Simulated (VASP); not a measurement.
# BaTiO3 (Pm-3m) in VASP: further runs

Runs on BaTiO3. Level: PBE. Tasks: single point.

All numbers are computed with VASP 6.6.1; they aren't measurements. Logs are shortened: lines on timing, memory, paths and dates and some standing lists are left out, and cuts for length are marked.

### 1 The crystal as given

Symmetry: Pm-3m, No. 221, cubic system. The conventional cell has a = 4.006 Å, b = 4.006 Å, c = 4.006 Å, α = 90.00°, β = 90.00°, γ = 90.00°. Around Ba (site symmetry m-3m) lie 12 O at 2.83 Å. Around Ti (site symmetry m-3m) lie 6 O at 2.00 Å. O (site symmetry 4/mmm) is surrounded by 2 Ti at 2.00 Å.

### 2 Single point, PBE

Input file INCAR:

```
PREC = Low
ENCUT = 520
EDIFF = 1E-7
ISMEAR = 0
SIGMA = 0.05
LREAL = F
LASPH = T
NELM = 100
ALGO = Normal
ISIF = 2
LWAVE = F
LCHARG = F
GGA = PE
NBANDS = 28
ADDGRID = F
```

Input file KPOINTS:

```
regular mesh
0
Gamma
  7 7 7
```

Input file POSCAR:

```
BaTiO3
1.0
    4.0060000000      0.0000000000      0.0000000000
    0.0000000000      4.0060000000      0.0000000000
    0.0000000000      0.0000000000      4.0060000000
Ba Ti O
1 1 3
Direct
    0.5000000000      0.5000000000      0.5000000000
    0.0000000000      0.0000000000      0.0000000000
    0.0000000000      0.0000000000      0.5000000000
    0.0000000000      0.5000000000      0.0000000000
    0.5000000000      0.0000000000      0.0000000000
```

Potentials or basis: VASP PAW PBE potentials, release 64 (Ba_sv, Ti_sv, O).

Started as:

```console
$ cat potpaw_PBE.64/Ba_sv/POTCAR potpaw_PBE.64/Ti_sv/POTCAR potpaw_PBE.64/O/POTCAR > POTCAR
$ mpirun -np 1 vasp_std > vasp.out
```

OUTCAR:

```text
PREC = Low
   ENCUT = 520
   EDIFF = 1E-7
   ISMEAR = 0
   LREAL = F
   LASPH = T
   NELM = 100
   ISIF = 2
   GGA = PE

 Found     20 irreducible k-points:

 Following reciprocal coordinates:
            Coordinates               Weight
  0.000000  0.000000  0.000000      1.000000
  0.142857  0.000000  0.000000      6.000000
  0.285714  0.000000  0.000000      6.000000
  0.428571  0.000000  0.000000      6.000000
  0.142857  0.142857  0.000000     12.000000
  0.285714  0.142857  0.000000     24.000000
   k-points           NKPTS =     20   k-points in BZ     NKDIM =     20   number of bands    NBANDS=     28
   number of dos      NEDOS =    301   number of ions     NIONS =      5
   total plane-waves  NPLWV =  13824
   dimension x,y,z NGX =    24 NGY =   24 NGZ =   24
   dimension x,y,z NGXF=    24 NGYF=   24 NGZF=   24
   ions per type =               1   1   3
   NGX,Y,Z   is equivalent  to a cutoff of   9.96,  9.96,  9.96 a.u.
   NGXF,Y,Z  is equivalent  to a cutoff of   9.96,  9.96,  9.96 a.u.
 SYSTEM =  unknown system
   PREC   = low       normal or accurate (medium, high low for compatibility)
   ISTART =      0    job   : 0-new  1-cont  2-samecut
   ICHARG =      2    charge: 1-file 2-atom 10-const
   ISPIN  =      1    spin polarized calculation?
   LNONCOLLINEAR =      F non collinear calculations
   LSORBIT =      F    spin-orbit coupling
   LASPH  =      T    aspherical Exc in radial PAW
   ENCUT  =  520.0 eV  38.22 Ry    6.18 a.u.   7.45  7.45  7.45*2*pi/ulx,y,z
   NELM   =    100;   NELMIN=  2; NELMDL= -5     # of ELM steps
   EDIFF  = 0.1E-06   stopping-criterion for ELM
   LREAL  =      F    real-space projection
   EDIFFG = 0.1E-05   stopping-criterion for IOM
   NSW    =      0    number of steps for IOM
   IBRION =     -1    ionic relax: 0-MD 1-quasi-New 2-CG
   NFREE  =      0    steps in history (QN), initial steepest desc. (CG)
   ISIF   =      2    stress and relaxation
   ISYM   =      2    0-nonsym 1-usesym 2-fastsym
   POTIM  = 0.5000    time-step for ionic-motion
   TEBEG  =    0.0;   TEEND  =   0.0 temperature during run
   PSTRESS=    0.0 pullay stress
   NELECT =      40.0000    total number of electrons
   NUPDOWN=      -1.0000    fix difference up-down
   EMIN   =  10.00;   EMAX   =-10.00  energy-range for DOS
   EFERMI =   0.00;   METHOD = LEGACY
   ISMEAR =     0;   SIGMA  =   0.05  broadening in eV -4-tet -1-fermi 0-gaus
   EFERMI_NEDOS =   21; number of points for ismear=-14 and -15
   IALGO  =     38    algorithm
   IMIX   =      4    mixing-type and parameters
     AMIX     =   0.40;   BMIX     =  1.00
     AMIX_MAG =   1.60;   BMIX_MAG =  1.00
  volume/ion in A,a.u.               =      12.86        86.77
  Fermi-wavevector in a.u.,A,eV,Ry     =   1.397603  2.641087 26.576187  1.953295
  Thomas-Fermi vector in A             =   2.520843
   LORBIT       =      0    0 simple, 1 ext, 2 COOP (PROOUT), +10 PAW based schemes
   GGA     = PE    functional components
   LHFCALC =     F    Hartree Fock is set to
   AEXX    =    0.0000 exact exchange contribution
   IVDW    =     0    specifies the selected vdW correction
   LEPSILON=     F    determine dielectric tensor
   LRPA    =     F    only Hartree local field effects (RPA)
 non-spin polarized calculation
 Gauss-broadening in eV      SIGMA  =   0.05
  energy-cutoff  :      520.00
  volume of cell :       64.29
 maximum number of plane-waves:      1759
   NGX = 15   NGY = 15   NGZ = 15

 number of electron      40.0003746 magnetization

 Free energy of the ion-electron system (eV)
  ---------------------------------------------------
  ext. energy  EPLUGINS =         0.00000000
  ---------------------------------------------------
  free energy    TOTEN  =       -39.98044670 eV

  energy without entropy =      -39.98044670  energy(sigma->0) =      -39.98044670

 E-fermi :   4.0315     XC(G=0): -11.2458

 val. band max:        3.7539926705   @ k =   0.4286   0.4286   0.4286
 cond. band min:       5.5538483477   @ k =   0.0000   0.0000   0.0000
 fundamental gap:      1.7998556772
 Fermi energy:         4.0315253615

 k-point     1 :       0.0000    0.0000    0.0000
  band No.  band energies     occupation
      1     -52.8360      2.00000
      2     -29.0459      2.00000
      3     -29.0459      2.00000
      4     -29.0459      2.00000
      5     -21.0062      2.00000
      6     -13.0711      2.00000
[... 20 lines left out ...]
     27       8.8619      0.00000
     28      11.1688      0.00000

 k-point     2 :       0.1429    0.0000    0.0000
  band No.  band energies     occupation
      1     -52.8358      2.00000
      2     -29.0556      2.00000
      3     -29.0455      2.00000
      4     -29.0455      2.00000
      5     -20.9845      2.00000
      6     -13.0830      2.00000
[... 20 lines left out ...]
     27       9.2596      0.00000
     28      11.6547      0.00000

 k-point     3 :       0.2857    0.0000    0.0000
  band No.  band energies     occupation
      1     -52.8354      2.00000
      2     -29.0775      2.00000
      3     -29.0447      2.00000
      4     -29.0447      2.00000
      5     -20.9349      2.00000
      6     -13.1713      2.00000
[... 20 lines left out ...]
     27      10.2607      0.00000
     28      12.1338      0.00000

 k-point     4 :       0.4286    0.0000    0.0000
  band No.  band energies     occupation
      1     -52.8351      2.00000
      2     -29.0948      2.00000
      3     -29.0440      2.00000
      4     -29.0440      2.00000
      5     -20.8943      2.00000
      6     -13.2776      2.00000
[... 20 lines left out ...]
     27      11.2367      0.00000
     28      12.0179      0.00000

 k-point     5 :       0.1429    0.1429    0.0000
  band No.  band energies     occupation
      1     -52.8356      2.00000
      2     -29.0555      2.00000
      3     -29.0550      2.00000
      4     -29.0452      2.00000
      5     -20.9642      2.00000
      6     -13.0712      2.00000
[... 20 lines left out ...]
     27       9.6459      0.00000
     28      11.8949      0.00000

 k-point     6 :       0.2857    0.1429    0.0000
  band No.  band energies     occupation
      1     -52.8352      2.00000
      2     -29.0769      2.00000
      3     -29.0543      2.00000
      4     -29.0443      2.00000
      5     -20.9178      2.00000
      6     -13.1098      2.00000
[... 20 lines left out ...]
     27      10.6344      0.00000
     28      12.4025      0.00000

 [... further k-points ...]
[... 5 lines left out ...]
  --------------------------------------------------------------------------------------
  -------------------------------------------------------------------------------------
  Total        1.3610490      1.3610490      1.3610490      0.0000000     -0.0000000      0.0000000
  in kB       33.9196609     33.9196609     33.9196609      0.0000000     -0.0000000      0.0000000
  external PRESSURE =      33.9196609 kB  Pullay stress =       0.0000000 kB

 VOLUME and BASIS-vectors are now :
 -----------------------------------------------------------------------------
  energy-cutoff  :      520.00
  volume of cell :       64.29
      direct lattice vectors                 reciprocal lattice vectors
     4.006000000  0.000000000  0.000000000     0.249625562  0.000000000  0.000000000
     0.000000000  4.006000000  0.000000000     0.000000000  0.249625562  0.000000000
     0.000000000  0.000000000  4.006000000     0.000000000  0.000000000  0.249625562

 POSITION                                       TOTAL-FORCE (eV/Angst)
 -----------------------------------------------------------------------------------
      2.00300      2.00300      2.00300         0.000000      0.000000      0.000000
      0.00000      0.00000      0.00000         0.000000      0.000000      0.000000
      0.00000      0.00000      2.00300         0.000000      0.000000      0.000000
      0.00000      2.00300      0.00000         0.000000      0.000000      0.000000
      2.00300      0.00000      0.00000         0.000000      0.000000      0.000000
 -----------------------------------------------------------------------------------
    total drift:                                0.000000      0.000000     -0.000000

  FREE ENERGIE OF THE ION-ELECTRON SYSTEM (eV)
  ---------------------------------------------------
  free  energy   TOTEN  =       -39.9804466960 eV

  energy  without entropy=      -39.9804466960  energy(sigma->0) =      -39.98044670
```

It took 10 s on 1 thread of Intel Xeon 6975P-C (Granite Rapids), shared host; peak memory 0.14 GiB.

These settings aren't checked as converged: the numbers below hold their error.

What came out:

```
Free energy            : -39.9804 eV
Pressure               : 3.4 GPa
Band gap on the k mesh : 1.80 eV, indirect (least direct gap 1.89 eV)
```

Caveat: spin-orbit coupling is left out, which moves the levels of the heavy elements; an odd mesh through Γ misses points on the zone boundary, where band edges often lie.

### 3 Single point, PBE

Edit INCAR of step 2 so:

```diff
@@ -1,2 +1,2 @@
-PREC = Low
+PREC = Accurate
 ENCUT = 520
@@ -5,3 +5,3 @@
 SIGMA = 0.05
-LREAL = F
+LREAL = Auto
 LASPH = T
```

KPOINTS is that of step 2.

POSCAR is that of step 2.

Potentials or basis: VASP PAW PBE potentials, release 64 (Ba_sv, Ti_sv, O).

Started as:

```console
$ cat potpaw_PBE.64/Ba_sv/POTCAR potpaw_PBE.64/Ti_sv/POTCAR potpaw_PBE.64/O/POTCAR > POTCAR
$ mpirun -np 1 vasp_std > vasp.out
```

OUTCAR:

```text
PREC = Accurate
   ENCUT = 520
   EDIFF = 1E-7
   ISMEAR = 0
   LREAL = Auto
   LASPH = T
   NELM = 100
   ISIF = 2
   GGA = PE

 Found     20 irreducible k-points:

 Following reciprocal coordinates:
            Coordinates               Weight
  0.000000  0.000000  0.000000      1.000000
  0.142857  0.000000  0.000000      6.000000
  0.285714  0.000000  0.000000      6.000000
  0.428571  0.000000  0.000000      6.000000
  0.142857  0.142857  0.000000     12.000000
  0.285714  0.142857  0.000000     24.000000
   k-points           NKPTS =     20   k-points in BZ     NKDIM =     20   number of bands    NBANDS=     28
   number of dos      NEDOS =    301   number of ions     NIONS =      5
   total plane-waves  NPLWV =  27000
   dimension x,y,z NGX =    30 NGY =   30 NGZ =   30
   dimension x,y,z NGXF=    60 NGYF=   60 NGZF=   60
   ions per type =               1   1   3
   NGX,Y,Z   is equivalent  to a cutoff of  12.45, 12.45, 12.45 a.u.
   NGXF,Y,Z  is equivalent  to a cutoff of  24.90, 24.90, 24.90 a.u.
 SYSTEM =  unknown system
   PREC   = accura    normal or accurate (medium, high low for compatibility)
   ISTART =      0    job   : 0-new  1-cont  2-samecut
   ICHARG =      2    charge: 1-file 2-atom 10-const
[... 52 lines left out ...]
  free energy    TOTEN  =       -39.97272837 eV

  energy without entropy =      -39.97272837  energy(sigma->0) =      -39.97272837

 E-fermi :   4.0319     XC(G=0): -11.2464

 val. band max:        3.7538264046   @ k =   0.4286   0.4286   0.4286
 cond. band min:       5.5534117356   @ k =   0.0000   0.0000   0.0000
 fundamental gap:      1.7995853310
 Fermi energy:         4.0318657227

 k-point     1 :       0.0000    0.0000    0.0000
  band No.  band energies     occupation
      1     -52.8353      2.00000
      2     -29.0446      2.00000
      3     -29.0446      2.00000
      4     -29.0446      2.00000
      5     -21.0059      2.00000
      6     -13.0736      2.00000
[... 175 lines left out ...]
     27      10.6339      0.00000
     28      12.4027      0.00000

 [... further k-points ...]
[... 5 lines left out ...]
  --------------------------------------------------------------------------------------
  -------------------------------------------------------------------------------------
  Total        1.3550645      1.3550645      1.3550645      0.0000000     -0.0000000      0.0000000
  in kB       33.7705170     33.7705170     33.7705170      0.0000000     -0.0000000      0.0000000
  external PRESSURE =      33.7705170 kB  Pullay stress =       0.0000000 kB

 VOLUME and BASIS-vectors are now :
 -----------------------------------------------------------------------------
  energy-cutoff  :      520.00
  volume of cell :       64.29
      direct lattice vectors                 reciprocal lattice vectors
     4.006000000  0.000000000  0.000000000     0.249625562  0.000000000  0.000000000
     0.000000000  4.006000000  0.000000000     0.000000000  0.249625562  0.000000000
     0.000000000  0.000000000  4.006000000     0.000000000  0.000000000  0.249625562

 POSITION                                       TOTAL-FORCE (eV/Angst)
 -----------------------------------------------------------------------------------
      2.00300      2.00300      2.00300         0.000000      0.000000      0.000000
      0.00000      0.00000      0.00000         0.000000      0.000000      0.000000
      0.00000      0.00000      2.00300         0.000000      0.000000      0.000000
      0.00000      2.00300      0.00000         0.000000      0.000000      0.000000
      2.00300      0.00000      0.00000         0.000000      0.000000      0.000000
 -----------------------------------------------------------------------------------
    total drift:                                0.000000     -0.000000      0.000000

  FREE ENERGIE OF THE ION-ELECTRON SYSTEM (eV)
  ---------------------------------------------------
  free  energy   TOTEN  =       -39.9727283650 eV

  energy  without entropy=      -39.9727283650  energy(sigma->0) =      -39.97272837
```

OSZICAR:

```text
N       E                     dE             d eps       ncg     rms          rms(c)
DAV:   1     0.431495122628E+03    0.43150E+03   -0.20552E+04  1120   0.153E+03
DAV:   2    -0.837553478450E+01   -0.43987E+03   -0.41893E+03  1272   0.418E+02
DAV:   3    -0.489293102803E+02   -0.40554E+02   -0.40161E+02  1312   0.133E+02
DAV:   4    -0.509608132669E+02   -0.20315E+01   -0.20275E+01  1760   0.267E+01
DAV:   5    -0.509958354824E+02   -0.35022E-01   -0.35015E-01  1452   0.320E+00    0.228E+01
DAV:   6    -0.402136787413E+02    0.10782E+02   -0.57176E+01  1608   0.659E+01    0.979E+00
DAV:   7    -0.401277553256E+02    0.85923E-01   -0.95684E+00  1468   0.227E+01    0.657E+00
DAV:   8    -0.399632748053E+02    0.16448E+00   -0.68560E-01  1348   0.707E+00    0.340E+00
DAV:   9    -0.400057171796E+02   -0.42442E-01   -0.34484E-01  1604   0.495E+00    0.165E+00
DAV:  10    -0.399768871675E+02    0.28830E-01   -0.18125E-01  1252   0.439E+00    0.538E-01
DAV:  11    -0.399727297137E+02    0.41575E-02   -0.18185E-02  1488   0.894E-01    0.134E-01
DAV:  12    -0.399730455141E+02   -0.31580E-03   -0.19991E-03  1424   0.409E-01    0.161E-01
DAV:  13    -0.399727277184E+02    0.31780E-03   -0.94811E-04  1356   0.320E-01    0.238E-02
DAV:  14    -0.399727277477E+02   -0.29331E-07   -0.34077E-05  1424   0.393E-02    0.104E-02
DAV:  15    -0.399727286995E+02   -0.95180E-06   -0.44125E-06  1444   0.157E-02    0.564E-03
DAV:  16    -0.399727283362E+02    0.36337E-06   -0.21343E-06  1328   0.150E-02    0.156E-03
DAV:  17    -0.399727283650E+02   -0.28858E-07   -0.61233E-08   920   0.221E-03
   1 F= -.39972728E+02 E0= -.39972728E+02  d E =-.244790E-16
```

Run time: 30 s. Hardware: 1 thread of Intel Xeon 6975P-C (Granite Rapids), shared host; peak memory 0.17 GiB.

These settings aren't checked as converged: the numbers below hold their error.

Results:

- Free energy: -39.9727 eV
- Pressure: 3.4 GPa
- Band gap on the k mesh: 1.80 eV, indirect (least direct gap 1.89 eV)

Caveat: spin-orbit coupling is left out, which moves the levels of the heavy elements; an odd mesh through Γ misses points on the zone boundary, where band edges often lie.

### 4 Single point, PBE

Input file INCAR:

```
PREC = Accurate
ENCUT = 460
EDIFF = 1E-7
ISMEAR = 0
SIGMA = 0.05
LREAL = F
LASPH = T
NELM = 100
ALGO = Normal
ISIF = 2
LWAVE = F
LCHARG = F
GGA = PE
NBANDS = 28
ADDGRID = F
```

Input file KPOINTS:

```
regular mesh
0
Gamma
  8 8 8
```

POSCAR is that of step 3.

Started as:

```console
$ cat potpaw_PBE.64/Ba_sv/POTCAR potpaw_PBE.64/Ti_sv/POTCAR potpaw_PBE.64/O/POTCAR > POTCAR
$ mpirun -np 1 vasp_std > vasp.out
```

It took 24 s on 1 thread of Intel Xeon 6975P-C (Granite Rapids), shared host; peak memory 0.19 GiB.

The run converged, but some of its settings lie outside the range that counts as converged, so its numbers aren't taken as properties of the crystal.

What came out:

```yaml
Free_energy: -39.9792 eV
Pressure: 2.6 GPa
Band_gap_on_the_k_mesh: 1.74 eV, indirect (least direct gap 1.89 eV)
```

Caveat: the cutoff is under 1.25 times the usual one of these potentials, so pressure, stress and relaxed cells hold a basis-set (Pulay) error; spin-orbit coupling is left out, which moves the levels of the heavy elements.
